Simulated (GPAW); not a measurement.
# BaTe (Fm-3m) in GPAW: notebook, part 2 of 4

GPAW 26.7.0. Earlier steps stand in the parts before.

## Step 4: Band structure, PBE

run.py

```python
from ase.dft.bandgap import bandgap
from ase.io import read, write
from ase.units import GPa
from gpaw import GPAW, PW

atoms = read('BaTe.cif')

calc = GPAW(mode=PW(600),
            xc='PBE',
            kpts={'size': (6, 6, 6), 'gamma': True},
            occupations={'name': 'fermi-dirac', 'width': 0.05},
            setups={'Te': '16'},
            nbands=-8,
            convergence={'density': 1e-05, 'energy': 1e-05},
            maxiter=150,
            txt='gpaw.txt')
atoms.calc = calc
energy = atoms.get_potential_energy()
forces = atoms.get_forces()
stress = atoms.get_stress()
calc.write('gs.gpw')
write('result.traj', atoms)
print(f'Energy: {energy:.6f} eV')
print('Forces (eV/A):')
print(forces.round(4))
print('Stress (GPa):', (stress / GPa).round(3))
print('Fermi level:', round(calc.get_fermi_level(), 4), 'eV')
print(f'Gap: {bandgap(calc)[0]:.4f} eV, direct: {bandgap(calc, direct=True)[0]:.4f} eV')

path = atoms.cell.bandpath('GXWKGLUWLK,UX', npoints=100, eps=1e-4)
bs_calc = calc.fixed_density(kpts=path, symmetry='off', nbands=-21,
                             convergence={'bands': 'CBM+6.0', 'eigenstates': 1e-6}, txt='bands.txt')
bs = bs_calc.band_structure()
bs.write('bs.json')
print(f'Gap on the path: {bandgap(bs_calc)[0]:.4f} eV')
```

BaTe.cif

```cif
data_BaTe
_cell_length_a 4.82246825
_cell_length_b 4.82246825
_cell_length_c 4.82246825
_cell_angle_alpha 60.00000000
_cell_angle_beta 60.00000000
_cell_angle_gamma 60.00000000
_space_group_name_H-M_alt 'P1'
_space_group_name_Hall 'P 1'
_space_group_IT_number 1
loop_
_space_group_symop_operation_xyz
'x,y,z'
loop_
_atom_site_label
_atom_site_type_symbol
_atom_site_symmetry_multiplicity
_atom_site_Wyckoff_symbol
_atom_site_fract_x
_atom_site_fract_y
_atom_site_fract_z
_atom_site_occupancy
Ba1 Ba 1 a 0.0000000000 0.0000000000 0.0000000000 1
Te1 Te 1 a 0.5000000000 0.5000000000 0.5000000000 1
```

Potentials or basis: GPAW PAW data sets (gpaw-data 1.2.1), other valence, pw.

Started as:

```bash
$ OMP_NUM_THREADS=1 python run.py
```

gpaw.txt:

```text
__  _  _
 | _ |_)|_||  |
 |__||  | ||/\| - 26.7.0

Input parameters:
  mode=PW(ecut=600.0),
  convergence={'density': 1e-05, 'energy': 1e-05},
  kpts=MonkhorstPack(size=(6, 6, 6), gamma=True),
  maxiter=150,
  nbands=-8,
  occupations=Occupations(name='fermi-dirac', width=0.05),
  setups={'Te': '16'},
  xc=XC(name='PBE')

Diagonalizing LCAO Hamiltonian
Converting LCAO to pw mode

                     Te

       Ba

Atoms  # Å, Bohr magnetons
|   | symbol |        x |        y |        z |    initial magnetic moments |
|---|--------|----------|----------|----------|-----------------------------|
| 0 |     Ba | 0.000000 | 0.000000 | 0.000000 | ( 0.0000,  0.0000,  0.0000) |
| 1 |     Te | 4.822468 | 2.784253 | 1.968764 | ( 0.0000,  0.0000,  0.0000) |

Unit cell  # Å
| periodic |        x |        y |        z |  lengths |    angles |
|----------|----------|----------|----------|----------|-----------|
|      yes | 4.822468 | 0.000000 | 0.000000 | 4.822468 | 60.000000 |
|      yes | 2.411234 | 4.176380 | 0.000000 | 4.822468 | 60.000000 |
|      yes | 2.411234 | 1.392127 | 3.937529 | 4.822468 | 60.000000 |

Number of symmetries: 48
Symmetry operations  # r_c * U_cc + t_c -> r_c
|    | kind |            matrix            |
|----|------|------------------------------|
|  0 |  σ   |  1, 0, 0,  1, 0,-1,  1,-1, 0 |
|  1 |  C2  |  1, 0, 0,  1,-1, 0,  1, 0,-1 |
|  2 |  E   |  1, 0, 0,  0, 1, 0,  0, 0, 1 |
|  3 |  σ   |  1, 0, 0,  0, 0, 1,  0, 1, 0 |
|  4 |  C4  |  1, 0,-1,  1, 0, 0,  1,-1, 0 |
|  5 |  S6  |  1, 0,-1,  1,-1, 0,  1, 0, 0 |
|  6 |  σ   |  1, 0,-1,  0, 1,-1,  0, 0,-1 |
|  7 |  C3  |  1, 0,-1,  0, 0,-1,  0, 1,-1 |
|  8 |  S6  |  1,-1, 0,  1, 0, 0,  1, 0,-1 |
|  9 |  C4  |  1,-1, 0,  1, 0,-1,  1, 0, 0 |
| 10 |  C3  |  1,-1, 0,  0,-1, 1,  0,-1, 0 |
| 11 |  σ   |  1,-1, 0,  0,-1, 0,  0,-1, 1 |
| 12 |  σ   |  0, 1, 0,  1, 0, 0,  0, 0, 1 |
| 13 |  C4  |  0, 1, 0,  0, 1,-1, -1, 1, 0 |
| 14 |  C3  |  0, 1, 0,  0, 0, 1,  1, 0, 0 |
| 15 |  S6  |  0, 1, 0, -1, 1, 0,  0, 1,-1 |
| 16 |  C2  |  0, 1,-1,  1, 0,-1,  0, 0,-1 |
| 17 |  σ   |  0, 1,-1,  0, 1, 0, -1, 1, 0 |
| 18 |  S4  |  0, 1,-1,  0, 0,-1,  1, 0,-1 |
| 19 |  C4  |  0, 1,-1, -1, 1, 0,  0, 1, 0 |
| 20 |  C3  |  0, 0, 1,  1, 0, 0,  0, 1, 0 |
| 21 |  σ   |  0, 0, 1,  0, 1, 0,  1, 0, 0 |
| 22 |  S6  |  0, 0, 1,  0,-1, 1, -1, 0, 1 |
| 23 |  C4  |  0, 0, 1, -1, 0, 1,  0,-1, 1 |
| 24 |  S4  |  0, 0,-1,  1, 0,-1,  0, 1,-1 |
| 25 |  C3  |  0, 0,-1,  0, 1,-1,  1, 0,-1 |
| 26 |  C2  |  0, 0,-1,  0,-1, 0, -1, 0, 0 |
| 27 |  S6  |  0, 0,-1, -1, 0, 0,  0,-1, 0 |
| 28 |  S4  |  0,-1, 1,  1,-1, 0,  0,-1, 0 |
| 29 |  C4  |  0,-1, 1,  0, 0, 1, -1, 0, 1 |
| 30 |  C2  |  0,-1, 1,  0,-1, 0,  1,-1, 0 |
| 31 |  σ   |  0,-1, 1, -1, 0, 1,  0, 0, 1 |
| 32 |  C3  |  0,-1, 0,  1,-1, 0,  0,-1, 1 |
| 33 |  S6  |  0,-1, 0,  0, 0,-1, -1, 0, 0 |
| 34 |  S4  |  0,-1, 0,  0,-1, 1,  1,-1, 0 |
| 35 |  C2  |  0,-1, 0, -1, 0, 0,  0, 0,-1 |
| 36 |  C2  | -1, 1, 0,  0, 1, 0,  0, 1,-1 |
| 37 |  S6  | -1, 1, 0,  0, 1,-1,  0, 1, 0 |
| 38 |  S4  | -1, 1, 0, -1, 0, 1, -1, 0, 0 |
| 39 |  C3  | -1, 1, 0, -1, 0, 0, -1, 0, 1 |
| 40 |  S6  | -1, 0, 1,  0, 0, 1,  0,-1, 1 |
| 41 |  C2  | -1, 0, 1,  0,-1, 1,  0, 0, 1 |
| 42 |  C3  | -1, 0, 1, -1, 1, 0, -1, 0, 0 |
| 43 |  S4  | -1, 0, 1, -1, 0, 0, -1, 1, 0 |
| 44 |  C2  | -1, 0, 0,  0, 0,-1,  0,-1, 0 |
| 45 |  i   | -1, 0, 0,  0,-1, 0,  0, 0,-1 |
| 46 |  σ   | -1, 0, 0, -1, 1, 0, -1, 0, 1 |
| 47 |  C2  | -1, 0, 0, -1, 0, 1, -1, 1, 0 |

BZ-sampling:
  Number of BZ points: 216
  Number of IBZ points: 16

  Monkhorst-Pack size: [6, 6, 6]
  Monkhorst-Pack shift: [0.08333333333333333, 0.08333333333333333, 0.08333333333333333]

K-points  # in reciprocal-cell coordinates
|     |                                coordinates |     weight |
|-----|--------------------------------------------|------------|
|   0 | (  0.00000000,   0.00000000,   0.00000000) | 0.00462963 |
|   1 | (  0.16666667,   0.16666667,   0.00000000) | 0.02777778 |
|   2 | (  0.16666667,   0.16666667,   0.16666667) | 0.03703704 |
|   3 | (  0.33333333,   0.16666667,   0.16666667) | 0.05555556 |
|   4 | (  0.33333333,   0.33333333,  -0.33333333) | 0.05555556 |
|   5 | (  0.33333333,   0.33333333,   0.00000000) | 0.02777778 |
|   6 | (  0.33333333,   0.33333333,   0.16666667) | 0.11111111 |
|   7 | (  0.33333333,   0.33333333,   0.33333333) | 0.03703704 |
|   8 | (  0.50000000,   0.33333333,  -0.33333333) | 0.11111111 |
|   9 | (  0.50000000,   0.33333333,  -0.16666667) | 0.05555556 |
| ... |                                            |            |
|  15 | (  0.50000000,   0.50000000,   0.50000000) | 0.01851852 |

Plane wave coefficients: 2685
Cutoff: 600.0 eV

Spin-components: 1 (collinear spins)
Bands:           21
Projectors:      12
Spin-degeneracy: 2
Datatype:        complex128

Parallelization:
  kpt:    1
  domain: 1
  band:   1

Density:
  Valence electrons: 26.0
  Components: 1
  Grid points: [28 28 28]
  Charge: 0.0  # |e|

Potential:
  Grid points: [28 28 28]

species:
  Ba:
    name:    Barium
    Z:       56.0
    valence: 10
    core:    46
    charge:  0.0  # [|e|]
    compensation charges:
      type: gauss
      rc: 0.37  # [Å]
      lmax: 2
    cutoffs:
      filter: 2.06  # [Å]
      core: 2.33  # [Å]
    projectors
    | kind |    occ | energy [eV] | rcut [Å] |
    |------|--------|-------------|----------|
    |   5s |  2.000 |     -33.644 |    1.164 |
    |   6s |  2.000 |      -3.229 |    1.164 |
    |   5p |  6.000 |     -18.744 |    1.164 |
    |    p |        |       0.000 |    1.164 |
    |    d |        |       0.000 |    1.164 |
    |    d |        |      27.211 |    1.164 |

    Using partial waves for Ba as LCAO basis

  Te:
    name:    Tellurium
    Z:       52.0
    valence: 16
    core:    36
    charge:  0.0  # [|e|]
    compensation charges:
      type: gauss
      rc: 0.37  # [Å]
      lmax: 2
    cutoffs:
      filter: 2.06  # [Å]
      core: 2.12  # [Å]
    projectors
    | kind |    occ | energy [eV] | rcut [Å] |
    |------|--------|-------------|----------|
    |   5s |  2.000 |     -15.088 |    1.164 |
    |   5p |  4.000 |      -5.955 |    1.164 |
    |   4d | 10.000 |     -41.660 |    1.164 |
    |    s |        |      12.123 |    1.164 |
    |    p |        |      21.256 |    1.164 |
    |    d |        |     -14.449 |    1.164 |

    Using partial waves for Te as LCAO basis

Reference energy: -406068.525948  # eV

eigensolver:
  PPCG
  Converge bands: occupied
  niter=2

density mixing:
  MSR1-Mixer
  Pratt-step length: 0.05
  Maximum mixing coefficient: 0.75
  Old densities: 10
  SVD Regularization: 0.005
  Good broyden scale: 1.0
  Trust region scale: 1.0
  Backstep threshold: 4.0
  History deletion threshold: 6.0
  Fourier metric: weight=20.0, sigma=0.015

occupation numbers:
  Fermi-Dirac:
    width: 0.0500  # eV

poisson solver:
  ecut: 4800.0  # eV

xc functional:
  name: PBE with 2 nearest neighbor stencil

convergence criteria:
- Maximum integral of absolute [dens]ity change: 1e-05 electrons / valence electron
- Maximum [total energy] change in last 3 cyles: 1e-05 eV / valence electron
- Maximum integral of absolute [eigenst]ate change: 4e-08 eV^2 / valence electron
maximum number of iterations: 150

SCF iterations
|iter     | |      energy | eigst |  dens |
|---------|-|-------------|-------|-------|
|iter:   1| |   -8.582011 | -0.26 |       |
|iter:   2| |   -8.576998 | -2.02 | -1.35 |
|iter:   3| |   -8.479292 | -2.61 | -1.39 |
|iter:   4| |   -8.480376 | -3.42 | -1.86 |
|iter:   5| |   -8.481388 | -4.45 | -2.37 |
|iter:   6| |   -8.481574 | -5.41 | -2.83 |
|iter:   7| |   -8.481575c| -7.20 | -3.94 |
|iter:   8| |   -8.481575c| -8.11c| -4.45 |
|iter:   9| |   -8.481575c| -8.45c| -5.22c|

Converged in 9 steps
Energy contributions relative to reference atoms: (reference = -406068.525948)

Energy contributions:
  Kinetic:          14.217082
  Coulomb:         -11.828729
  Zero:             -0.039046
  External:          0.000000
  Xc:              -10.830882
  Entropy:          -0.000000
  Spinorbit:         0.000000
  ----------------------------
  Free energy:      -8.481575
  Extrapolated:     -8.481575

dipole moment: (-58.352733, -33.689966, -23.822403)  # |e|*Ang

Fermi level: 6.006
Eigenvalues  # (at kpt = [0.000, 0.000, 0.000])
| band index |      eig [eV] | occ [0-2] |
|------------|---------------|-----------|
|          0 |       -29.648 |     2.000 |
|        ... |               |           |
|          5 |       -21.422 |     2.000 |
|          6 |        -6.624 |     2.000 |
|          7 |        -6.624 |     2.000 |
|          8 |        -6.624 |     2.000 |
|          9 |        -4.342 |     2.000 |
|         10 |         5.354 |     2.000 |
[... 8 lines left out ...]
|         19 |        12.343 |     0.000 |
|         20 |        17.980 |     0.000 |

Gap: 1.301 eV
Transition (v -> c):
  (s=0, k=0, n=12, [0.00, 0.00, 0.00]) -> (s=0, k=12, n=13, [0.50, 0.50, 0.00])
Direct/indirect transitions are different
Direct gap: 1.672 eV
Transition at: (s=0, k=12, n=12, [0.50, 0.50, 0.00])

Forces  # eV/Ang
|        x |       y |        z |
|----------|---------|----------|
| -0.00000 | 0.00000 | -0.00000 |  # Ba   0
| -0.00000 | 0.00000 | -0.00000 |  # Te   1

Stress tensor  # eV/Ang^3
|         x |         y |         z |
|-----------|-----------|-----------|
| -0.021476 |  0.000000 |  0.000000 |
|  0.000000 | -0.021476 | -0.000000 |
|  0.000000 | -0.000000 | -0.021476 |

# Writing to gs.gpw (mode='')
```

It took 2.9 min on 1 thread of Arm Neoverse N1, shared host; peak memory 0.4 GiB.

Results:

```
Free energy             : -8.4816 eV
Pressure                : 3.4 GPa
Band gap on the k mesh  : 1.30 eV, indirect (least direct gap 1.67 eV)
Band gap along the path : 1.30 eV, indirect (least direct gap 1.67 eV)
```

Levels at the corners of the path, in eV from the valence-band top:
```tsv
point	band 11	band 12	band 13	band 14	band 15	band 16
Γ	0.00	0.00	0.00	2.83	2.83	2.83
X	-1.13	-0.37	-0.37	1.30	4.47	4.94
W	-1.41	-0.97	-0.97	3.50	3.50	4.96
K	-1.36	-1.08	-0.84	2.47	5.18	5.36
Γ	0.00	0.00	0.00	2.83	2.83	2.83
L	-2.44	-1.28	-1.28	4.22	4.99	5.10
U	-1.36	-1.08	-0.84	2.47	5.18	5.36
W	-1.41	-0.97	-0.97	3.50	3.50	4.96
L	-2.44	-1.28	-1.28	4.22	4.99	5.10
K	-1.36	-1.08	-0.84	2.47	5.18	5.36
U	-1.36	-1.08	-0.84	2.47	5.18	5.36
X	-1.13	-0.37	-0.37	1.30	4.47	4.94
```

Caveat: spin-orbit coupling is left out, which moves the levels of the heavy elements.

## Step 5: Equation of state, BLYP+D3(BJ)

run.py

```python
from ase.calculators.mixing import SumCalculator
from ase.eos import EquationOfState
from ase.io import Trajectory, read
from ase.units import GPa
from dftd3.ase import DFTD3
from gpaw import GPAW, PW, setup_paths

setup_paths.insert(0, '.')

atoms = read('POSCAR')

traj = Trajectory('eos.traj', 'w')
volumes, energies = [], []
for x in [0.94, 0.96, 0.98, 1.0, 1.02, 1.04, 1.06]:
    a = atoms.copy()
    a.set_cell(atoms.cell * x**(1 / 3), scale_atoms=True)
    calc = GPAW(mode=PW(600),
                xc='BLYP',
                kpts={'size': (6, 6, 6), 'gamma': True},
                occupations={'name': 'fermi-dirac', 'width': 0.05},
                nbands=16,
                convergence={'density': 1e-05, 'energy': 1e-05},
                eigensolver='davidson',
                maxiter=150,
                txt=f'eos-{x:.2f}.txt')
    a.calc = SumCalculator([calc, DFTD3(method='blyp', damping='d3bj')])
    energies.append(a.get_potential_energy())
    volumes.append(a.get_volume())
    p = -a.get_stress()[:3].mean() / GPa
    calc.write(f'eos-{x:.2f}.gpw')
    traj.write(a)
    print(f'{x:.2f} {volumes[-1]:10.4f} A^3 {energies[-1]:14.6f} eV {p:9.3f} GPa', flush=True)

v0, e0, B = EquationOfState(volumes, energies, eos='birchmurnaghan').fit()
print(f'V0 = {v0:.4f} A^3, E0 = {e0:.6f} eV, B0 = {B / GPa:.2f} GPa')
```

POSCAR

```
BaTe
1.0
    0.0000000000      3.4100000000      3.4100000000
    3.4100000000      0.0000000000      3.4100000000
    3.4100000000      3.4100000000      0.0000000000
Ba Te
1 1
Direct
    0.0000000000      0.0000000000      0.0000000000
    0.5000000000      0.5000000000      0.5000000000
```

Potentials or basis: PAW data sets generated in the run's folder for this functional, pw.

Started as:

```bash
$ gpaw-setup -f BLYP Ba Te
$ OMP_NUM_THREADS=1 python run.py
```

Run time: 2.3 min. Hardware: 1 thread of Arm Neoverse N1, shared host; peak memory 0.27 GiB.

The run converged. Its results:

| Quantity | Value |
| --- | --- |
| Equilibrium volume | 42.61 Å³/atom (rough: see the caveat) |
| Bulk modulus | 32 GPa (rough) |

Energy against volume, from the lowest point:
| volume (Å³/atom) | energy (meV/atom) |
| --- | --- |
| 37.273 | 82.78 |
| 38.066 | 57.55 |
| 38.859 | 37.51 |
| 39.652 | 22.17 |
| 40.445 | 11.08 |
| 41.238 | 3.81 |
| 42.031 | 0.00 |

Caveat: the minimum lies outside the volumes run. The run has no spin-orbit coupling, so splittings on Ba, Te are missing.

(Part 2 of 4 ends here.)
